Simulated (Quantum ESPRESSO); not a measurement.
# Te (P3_121) in Quantum ESPRESSO: reference runs

Reference runs on Te: the cell as given and a disturbed copy.

Everything below comes from runs of Quantum ESPRESSO 7.5. Logs are shortened: lines on timing, memory, paths and dates and some standing lists are left out, and cuts for length are marked.

### Step 1. The crystal as given

The structure is trigonal, space group P3_121 (No. 152). The conventional cell has a = 4.454 Å, b = 4.454 Å, c = 5.924 Å, α = 90.00°, β = 90.00°, γ = 120.00°. Te (site symmetry 2) has 2 Te at 2.86 Å as nearest neighbours.

### Step 2. Single point, PBEsol

Input file pw.in:

```
&CONTROL
  calculation = 'scf'
  prefix = 'pwscf'
  outdir = './tmp'
  pseudo_dir = './pseudo'
  tprnfor = .true.
  tstress = .true.
  disk_io = 'low'
/
&SYSTEM
  ibrav = 0
  celldm(1) = 8
  nat = 3
  ntyp = 1
  ecutwfc = 45
  ecutrho = 360
  nbnd = 15
  occupations = 'smearing'
  smearing = 'fd'
  degauss = 0.00367493
/
&ELECTRONS
  conv_thr = 6d-10
  electron_maxstep = 120
  mixing_beta = 0.5
/
ATOMIC_SPECIES
Te   127.6000 te_pbesol_v1.uspp.F.UPF
CELL_PARAMETERS alat
  1.0521050198854   0.0000000000000   0.0000000000000
 -0.5260525099427   0.9111496746803   0.0000000000000
  0.0000000000000   0.0000000000000   1.3993421952854
ATOMIC_POSITIONS crystal
Te     0.7310000000    0.7310000000    0.0000000000
Te     0.0000000000    0.2690000000    0.6666666667
Te     0.2690000000    0.0000000000    0.3333333333
K_POINTS automatic
7 7 5 0 0 0
```

Input file pp_density.in:

```
&INPUTPP
  prefix = 'pwscf'
  outdir = './tmp'
  filplot = 'density.dat'
  plot_num = 0
/
&PLOT
  nfile = 1
  filepp(1) = 'density.dat'
  iflag = 3
  output_format = 6
  fileout = 'density.cube'
/
```

Input file pp_potential.in:

```
&INPUTPP
  prefix = 'pwscf'
  outdir = './tmp'
  filplot = 'potential.dat'
  plot_num = 11
/
&PLOT
  nfile = 1
  filepp(1) = 'potential.dat'
  iflag = 3
  output_format = 6
  fileout = 'potential.cube'
/
```

Potentials or basis: GBRV 1.5 PBEsol.

Launch:

```bash
$ OMP_NUM_THREADS=1 mpirun -n 2 pw.x -nk 2 -in pw.in > pw.out
$ OMP_NUM_THREADS=1 mpirun -n 1 pp.x -in pp_density.in > pp_density.out
$ OMP_NUM_THREADS=1 mpirun -n 1 pp.x -in pp_potential.in > pp_potential.out
```

pw.out:

```text
This program is part of the open-source Quantum ESPRESSO suite
     for quantum simulation of materials; please cite
[... 6 lines left out ...]
     using ibrav=0 with symmetry is DISCOURAGED, use correct ibrav instead

     K-points division:     npool     =       2
     Subspace diagonalization in iterative solution of the eigenvalue problem:
     a serial algorithm will be used

     G-vector sticks info
     --------------------
     sticks:   dense  smooth     PW     G-vecs:    dense   smooth      PW
     Sum        1765     871    253                79399    27857    4333

     Using Slab Decomposition

     bravais-lattice index     =            0
     lattice parameter (alat)  =       8.0000  a.u.
     unit-cell volume          =     686.8196 (a.u.)^3
     number of atoms/cell      =            3
     number of atomic types    =            1
     number of electrons       =        18.00
     number of Kohn-Sham states=           15
     kinetic-energy cutoff     =      45.0000  Ry
     charge density cutoff     =     360.0000  Ry
     scf convergence threshold =      6.0E-10
     mixing beta               =       0.5000
     number of iterations used =            8  plain     mixing
     Exchange-correlation= SLA  PW   PSX  PSC
                           (   1   4  10   8   0   0   0)

     celldm(1)=   8.000000  celldm(2)=   0.000000  celldm(3)=   0.000000
     celldm(4)=   0.000000  celldm(5)=   0.000000  celldm(6)=   0.000000

     crystal axes: (cart. coord. in units of alat)
               a(1) = (   1.052105   0.000000   0.000000 )
               a(2) = (  -0.526053   0.911150   0.000000 )
               a(3) = (   0.000000   0.000000   1.399342 )

     reciprocal axes: (cart. coord. in units 2 pi/alat)
               b(1) = (  0.950475  0.548757 -0.000000 )
               b(2) = (  0.000000  1.097515  0.000000 )
               b(3) = (  0.000000 -0.000000  0.714621 )

     PseudoPot. # 1 for Te read from file:
     te_pbesol_v1.uspp.F.UPF
     Pseudo is Ultrasoft + core correction, Zval =  6.0
     Generated by new atomic code, or converted to UPF format
     Using radial grid of  891 points,  5 beta functions with:
                l(1) =   0
                l(2) =   0
                l(3) =   1
                l(4) =   1
                l(5) =   2
     Q(r) pseudized with  6 coefficients,  rinner =    1.800   1.800   1.800
                                                       1.800   1.800

     atomic species   valence    mass     pseudopotential
     Te                6.00   127.60000     Te( 1.00)

      6 Sym. Ops. (no inversion) found ( 4 have fractional translation)

   Cartesian axes

     site n.     atom                  positions (alat units)
         1        Te     tau(   1) = (   0.3845444   0.6660504   0.0000000  )
         2        Te     tau(   2) = (  -0.1415081   0.2450993   0.9328948  )
         3        Te     tau(   3) = (   0.2830163   0.0000000   0.4664474  )

     number of k points=    32  Fermi-Dirac smearing, width (Ry)=  0.0037
                       cart. coord. in units 2pi/alat
        k(    1) = (   0.0000000   0.0000000   0.0000000), wk =   0.0081633
        k(    2) = (   0.0000000   0.0000000   0.1429243), wk =   0.0163265
        k(    3) = (   0.0000000   0.0000000   0.2858486), wk =   0.0163265
        k(    4) = (   0.0000000   0.1567878   0.0000000), wk =   0.0489796
        k(    5) = (   0.0000000   0.1567878   0.1429243), wk =   0.0489796
        k(    6) = (   0.0000000   0.1567878   0.2858486), wk =   0.0489796
[... 24 lines left out ...]
        k(   31) = (  -0.1357822   0.3919695  -0.1429243), wk =   0.0979592
        k(   32) = (  -0.1357822   0.3919695  -0.2858486), wk =   0.0979592

     Dense  grid:    79399 G-vectors     FFT dimensions: (  54,  54,  72)

     Smooth grid:    27857 G-vectors     FFT dimensions: (  36,  36,  48)

     Initial potential from superposition of free atoms

     starting charge      17.9994, renormalised to      18.0000
     Starting wfcs are   12 randomized atomic wfcs +    3 random wfcs

     Self-consistent Calculation

     iteration #  1     ecut=    45.00 Ry     beta= 0.50
     Davidson diagonalization with overlap
     ethr =  1.00E-02,  avg # of iterations =  8.0

     Threshold (ethr) on eigenvalues was too large:
     Diagonalizing with lowered threshold

     Davidson diagonalization with overlap
     ethr =  7.90E-05,  avg # of iterations =  7.3

     total energy              =     -79.30169537 Ry
     estimated scf accuracy    <       0.01416926 Ry

     iteration #  2     ecut=    45.00 Ry     beta= 0.50
     Davidson diagonalization with overlap
     ethr =  7.87E-05,  avg # of iterations =  1.0

     total energy              =     -79.30175496 Ry
     estimated scf accuracy    <       0.00257442 Ry

     iteration #  3     ecut=    45.00 Ry     beta= 0.50
     Davidson diagonalization with overlap
     ethr =  1.43E-05,  avg # of iterations =  1.4

     total energy              =     -79.30188073 Ry
     estimated scf accuracy    <       0.00006996 Ry
[... 19 lines left out ...]
     total energy              =     -79.30191017 Ry
     estimated scf accuracy    <       0.00000002 Ry

     iteration #  7     ecut=    45.00 Ry     beta= 0.50
     Davidson diagonalization with overlap
     ethr =  1.19E-10,  avg # of iterations =  4.2

     total energy              =     -79.30191020 Ry
     estimated scf accuracy    <          4.2E-09 Ry

     iteration #  8     ecut=    45.00 Ry     beta= 0.50
     Davidson diagonalization with overlap
     ethr =  2.32E-11,  avg # of iterations =  2.0

     End of self-consistent calculation

          k = 0.0000 0.0000 0.0000 (  3473 PWs)   bands (ev):

    -7.7506  -4.4519  -4.4519   2.8392   3.1343   3.1343   4.2090   4.2090
     5.0675   6.9312   6.9312   7.5246  10.7984  10.7984  11.7785

          k = 0.0000 0.0000 0.1429 (  3486 PWs)   bands (ev):

    -7.6062  -5.5509  -3.3236   2.5790   2.9251   3.3948   4.3436   4.3583
     5.0567   6.6464   6.6988   7.1312  10.3376  11.4407  11.6232

          k = 0.0000 0.0000 0.2858 (  3480 PWs)   bands (ev):

    -7.1777  -6.4815  -2.4889   2.0352   3.1367   3.3436   4.5631   4.7179
     4.9847   6.3101   6.3788   6.4998   9.8395  11.0155  11.2068

          k = 0.0000 0.1568 0.0000 (  3471 PWs)   bands (ev):

    -7.6130  -4.4975  -4.4163   1.9464   2.5358   2.8637   4.5880   4.9187
     5.2374   6.6187   6.8170   7.3436  10.3489  10.8002  11.9601
[... 118 lines left out ...]
    -6.7453  -6.0713  -3.4464   1.3308   2.3931   2.6077   3.6604   3.7135
     4.3021   7.4812   8.0243   8.4988  10.6338  11.1668  11.8888

          k = 0.0000 0.4704-0.1429 (  3499 PWs)   bands (ev):

    -6.6923  -5.2634  -4.2596   1.1190   1.3987   2.3418   3.0326   4.3266
     4.5650   6.9722   7.6544   9.2084   9.4749  12.2567  13.4898

          k = 0.0000 0.4704-0.2858 (  3499 PWs)   bands (ev):

    -6.4126  -5.7548  -4.0790   0.4638   2.0340   2.3824   3.5387   3.8523
     4.6543   7.5691   7.8759   8.4097  10.3549  11.1674  13.6755

          k =-0.1358 0.3920-0.1429 (  3504 PWs)   bands (ev):

    -6.8105  -5.2421  -4.1714   1.1116   1.5701   2.5223   2.9049   3.8478
     5.3534   6.7425   7.9489   9.0593  10.0271  11.1544  12.8733

          k =-0.1358 0.3920-0.2858 (  3507 PWs)   bands (ev):

    -6.4846  -5.8720  -3.8632   0.8957   1.5013   2.0542   3.8004   4.5355
     4.8134   7.2406   7.7997   8.3327  10.6661  11.3045  11.9232

     the Fermi energy is     6.0560 ev

!    total energy              =     -79.30191020 Ry
     estimated scf accuracy    <          2.0E-10 Ry
     smearing contrib. (-TS)   =      -0.00000896 Ry
     internal energy E=F+TS    =     -79.30190124 Ry

     The total energy is F=E-TS. E is the sum of the following terms:
     one-electron contribution =      10.08836937 Ry
     hartree contribution      =       3.16018143 Ry
     xc contribution           =     -42.93582710 Ry
     ewald contribution        =     -49.61462494 Ry

     convergence has been achieved in   8 iterations

     Forces acting on atoms (cartesian axes, Ry/au):

     atom    1 type  1   force =    -0.00382074   -0.00661772    0.00000000
     atom    2 type  1   force =    -0.00382074    0.00661772    0.00000000
     atom    3 type  1   force =     0.00764148   -0.00000000    0.00000000

     Total force =     0.013235     Total SCF correction =     0.000017

     Computing stress (Cartesian axis) and pressure

          total   stress  (Ry/bohr**3)                   (kbar)     P=       -9.66
  -0.00007239  -0.00000000   0.00000000          -10.65       -0.00        0.00
   0.00000000  -0.00007239   0.00000000            0.00      -10.65        0.00
   0.00000000   0.00000000  -0.00005222            0.00        0.00       -7.68

=------------------------------------------------------------------------------=
   JOB DONE.
=------------------------------------------------------------------------------=
```

pp_potential.out:

```text
This program is part of the open-source Quantum ESPRESSO suite
     for quantum simulation of materials; please cite
         "P. Giannozzi et al., J. Phys.:Condens. Matter 21 395502 (2009);
         "P. Giannozzi et al., J. Phys.:Condens. Matter 29 465901 (2017);
         "P. Giannozzi et al., J. Chem. Phys. 152 154105 (2020);
     in publications or presentations arising from this work. More details at

     IMPORTANT: XC functional enforced from input :
     Exchange-correlation= PBESOL
                           (   1   4  10   8   0   0   0)
     Any further DFT definition will be discarded
     Please, verify this is what you really want

     G-vector sticks info
     --------------------
     sticks:   dense  smooth     PW     G-vecs:    dense   smooth      PW
     Sum        1765     871    253                79399    27857    4333

     Using Slab Decomposition

     Calling punch_plot, plot_num =  11
     Writing data to file  potential.dat
     Reading data from file  potential.dat

     Writing data to be plotted to file potential.cube
     Plot Type: 3D                     Output format: Gaussian cube

=------------------------------------------------------------------------------=
   JOB DONE.
=------------------------------------------------------------------------------=
```

Wall time 18 s (2 MPI ranks of Arm Neoverse V1, shared host); peak memory 0.3 GiB.

What came out:

```
Free energy            : -1078.9575 eV
Pressure               : -1.0 GPa
Largest force          : 0.196 eV/Å
Band gap on the k mesh : 0.58 eV, indirect (least direct gap 0.77 eV)
```

Forces in eV/Å, atoms in the order of the input:
```
Te  -0.098 -0.170  0.000
Te  -0.098  0.170  0.000
Te   0.196  0.000  0.000
```

Stress tensor (GPa, compression positive):
```
-1.06  0.00  0.00
 0.00 -1.06  0.00
 0.00  0.00 -0.77
```

Caveat: spin-orbit coupling is left out, which moves the levels of the heavy elements; an odd mesh through Γ misses points on the zone boundary, where band edges often lie.

### Step 3. Single point, PBEsol (atoms moved at random, drawn with an rms of 0.05 Å)

Input file pw.in:

```
&CONTROL
  calculation = 'scf'
  prefix = 'pwscf'
  outdir = './tmp'
  pseudo_dir = './pseudo'
  tprnfor = .true.
  tstress = .true.
  disk_io = 'nowf'
/
&SYSTEM
  ibrav = 0
  nat = 3
  ntyp = 1
  ecutwfc = 45
  ecutrho = 360
  nbnd = 15
  occupations = 'smearing'
  smearing = 'fd'
  degauss = 0.00367493
/
&ELECTRONS
  conv_thr = 6d-10
  electron_maxstep = 120
  mixing_beta = 0.5
/
ATOMIC_SPECIES
Te   127.6000 te_pbesol_v1.uspp.F.UPF
CELL_PARAMETERS angstrom
   4.4540000000    0.0000000000    0.0000000000
  -2.2270000000    3.8572771485    0.0000000000
   0.0000000000    0.0000000000    5.9240000000
ATOMIC_POSITIONS crystal
Te     0.7263560000    0.7262820000   -0.0009900000
Te     0.0065170000    0.2784260000    0.6737860000
Te     0.2737860000    0.0109860000    0.3330490000
K_POINTS automatic
7 7 5 0 0 0
```

Potentials or basis: GBRV 1.5 PBEsol.

Launch:

```bash
$ OMP_NUM_THREADS=1 mpirun -n 2 pw.x -nk 2 -in pw.in > pw.out
```

pw.out:

```text
This program is part of the open-source Quantum ESPRESSO suite
     for quantum simulation of materials; please cite
         "P. Giannozzi et al., J. Phys.:Condens. Matter 21 395502 (2009);
         "P. Giannozzi et al., J. Phys.:Condens. Matter 29 465901 (2017);
         "P. Giannozzi et al., J. Chem. Phys. 152 154105 (2020);
     in publications or presentations arising from this work. More details at

     K-points division:     npool     =       2
     Subspace diagonalization in iterative solution of the eigenvalue problem:
     a serial algorithm will be used

     G-vector sticks info
     --------------------
     sticks:   dense  smooth     PW     G-vecs:    dense   smooth      PW
     Sum        1765     871    253                79399    27857    4333

     Using Slab Decomposition

     bravais-lattice index     =            0
     lattice parameter (alat)  =       8.4168  a.u.
     unit-cell volume          =     686.8196 (a.u.)^3
[... 76 lines left out ...]
     estimated scf accuracy    <       0.01395975 Ry
[... 57 lines left out ...]
     iteration # 10     ecut=    45.00 Ry     beta= 0.50
     Davidson diagonalization with overlap
     ethr =  1.31E-11,  avg # of iterations =  1.1

     End of self-consistent calculation

     Number of k-points >= 100: set verbosity='high' to print the bands.

     the Fermi energy is     6.0256 ev

!    total energy              =     -79.30195182 Ry
     estimated scf accuracy    <          5.5E-11 Ry
     smearing contrib. (-TS)   =      -0.00001992 Ry
     internal energy E=F+TS    =     -79.30193190 Ry

     The total energy is F=E-TS. E is the sum of the following terms:
     one-electron contribution =      10.16349378 Ry
     hartree contribution      =       3.12478274 Ry
     xc contribution           =     -42.92605505 Ry
     ewald contribution        =     -49.66415337 Ry

     convergence has been achieved in  10 iterations

     Forces acting on atoms (cartesian axes, Ry/au):

     atom    1 type  1   force =    -0.00201320   -0.00147139    0.00482771
     atom    2 type  1   force =    -0.00343691    0.00391378   -0.00709270
     atom    3 type  1   force =     0.00545011   -0.00244239    0.00226499

     Total force =     0.012156     Total SCF correction =     0.000010

     Computing stress (Cartesian axis) and pressure

          total   stress  (Ry/bohr**3)                   (kbar)     P=      -13.12
  -0.00009227  -0.00000747  -0.00000283          -13.57       -1.10       -0.42
  -0.00000747  -0.00009589  -0.00001002           -1.10      -14.11       -1.47
  -0.00000283  -0.00001002  -0.00007949           -0.42       -1.47      -11.69

=------------------------------------------------------------------------------=
   JOB DONE.
=------------------------------------------------------------------------------=
```

Wall time 56 s (2 MPI ranks of Arm Neoverse V1, shared host); peak memory 0.38 GiB.

Results:

- Free energy: -1078.9580 eV
- Pressure: -1.3 GPa
- Largest force: 0.226 eV/Å
- Band gap on the k mesh: 0.44 eV, indirect (least direct gap 0.69 eV)

Forces in eV/Å, atoms in the order of the input:
```
Te  -0.052 -0.038  0.124
Te  -0.088  0.101 -0.182
Te   0.140 -0.063  0.058
```

Stress tensor (GPa, compression positive):
```
-1.36 -0.11 -0.04
-0.11 -1.41 -0.15
-0.04 -0.15 -1.17
```

Caveat: spin-orbit coupling is left out, which moves the levels of the heavy elements; an odd mesh through Γ misses points on the zone boundary, where band edges often lie.
